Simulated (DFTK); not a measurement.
Wanted: the native input for a DFTK 0.8.2 run.

```
Task                         : band structure
Functional                   : LDA
Potentials or basis          : cp2k.nc.sr.lda.v0_1.semicore.gth (LDA, GTH)
Cutoff                       : 1551 eV
k mesh                       : 10 × 10 × 10
Occupations                  : fermi-dirac, width 0.05 eV
Spin                         : no spin polarisation
Valence electrons            : C 4, Hf 12
SCF tolerance on the density : 1e-06
```

Crystal: HfC.

```
Hf C
1.0
     0.00000    2.32500    2.32500
     2.32500    0.00000    2.32500
     2.32500    2.32500    0.00000
Hf C
1 1
Direct
  0.50000 0.50000 0.50000
  0.00000 0.00000 0.00000
```

These files were run (other wordings do the same):

run.jl

```julia
using DFTK
using PseudoPotentialData
using Unitful, UnitfulAtomic
using LinearAlgebra, Printf
include("save.jl")
disable_threading()

# lattice vectors are the columns
lattice = austrip(1u"Å") * [           0.0          2.325          2.325;
                    2.325            0.0          2.325;
                    2.325          2.325            0.0]
symbols   = [:Hf, :C]
positions = [[0.5, 0.5, 0.5],
             [0.0, 0.0, 0.0]]
pseudopotentials = PseudoFamily("cp2k.nc.sr.lda.v0_1.semicore.gth")
elements = Dict(s => ElementPsp(s, pseudopotentials) for s in unique(symbols))
atoms    = [elements[s] for s in symbols]

build_model(lattice, positions; symmetries=true) =
    model_DFT(lattice, atoms, positions;
              functionals=LDA(),
              temperature=austrip(0.05u"eV"),
              smearing=Smearing.FermiDirac(),
              symmetries)
Ecut  = 57.0  # hartree
kgrid = [10, 10, 10]
tol   = 1e-6
to_GPa = ustrip(uconvert(u"GPa", 1u"hartree/bohr^3"))

model = build_model(lattice, positions)
basis = PlaneWaveBasis(model; Ecut, kgrid)
display(basis)
scfres = self_consistent_field(basis;
                               tol,
                               nbandsalg=AdaptiveBands(model; n_bands_converge=13))
display(scfres.energies)
@printf "Fermi level: %.6f eV\n" ustrip(auconvert(u"eV", something(scfres.εF, NaN)))
forces = compute_forces_cart(scfres)
println("Forces (eV/Å)")
for (s, f) in zip(symbols, forces)
    @printf "%-3s %12.6f %12.6f %12.6f\n" s ustrip.(auconvert.(u"eV/Å", f))...
end
stress = compute_stresses_cart(scfres)
println("Stress (GPa)")
display(round.(stress * to_GPa; digits=4))
println("Levels at the first k-point (eV): ", round.(ustrip.(auconvert.(u"eV", scfres.eigenvalues[1][1:scfres.n_bands_converge])); digits=4))
save_scf!(scfres; forces, stress)

points = Dict("G" => [0.0, 0.0, 0.0], "K" => [0.375, 0.375, 0.75], "L" => [0.5, 0.5, 0.5], "U" => [0.625, 0.25, 0.625], "W" => [0.5, 0.25, 0.75], "X" => [0.5, 0.0, 0.5])
segments = [("G", "X", 7), ("X", "W", 4), ("W", "K", 3), ("K", "G", 7), ("G", "L", 6), ("L", "U", 4), ("U", "W", 3), ("W", "L", 5), ("L", "K", 4), ("U", "X", 3)]
kcoords = vcat([[points[a] + t * (points[b] - points[a]) for t in range(0, 1, n)] for (a, b, n) in segments]...)
bands = compute_bands(scfres, ExplicitKpoints(kcoords); n_bands=15, tol=1e-5)
for (k, ε) in zip(bands.basis.kpoints, bands.eigenvalues)
    @printf "%d %8.4f %8.4f %8.4f " k.spin k.coordinate...
    println(join([@sprintf("%9.4f", e) for e in ustrip.(auconvert.(u"eV", ε .- scfres.εF))]))
end
results["band_energies"] = rows(bands.eigenvalues); results["band_kpoints"] = rows(kcoords)
```

Potentials or basis: cp2k.nc.sr.lda.v0_1.semicore.gth (LDA, GTH).

Launch:

```console
$ julia --threads=1 run.jl  # save.jl only writes the numbers to a file and isn't shown; printed stress counts tension as positive; times include loading and compiling
```

It gave:

- Pressure: -12.5 GPa
- Band gap on the k mesh: none (metal or under the smearing width)

Caveat: GTH potentials come without recommended cutoffs, and this one wasn't checked for convergence; spin-orbit coupling is left out, which moves the levels of the heavy elements.

Wall time 2.6 min on 1 thread of Intel(R) Xeon(R) Platinum 8488C (Sapphire Rapids), on a shared host, peak memory 1.9 GiB.
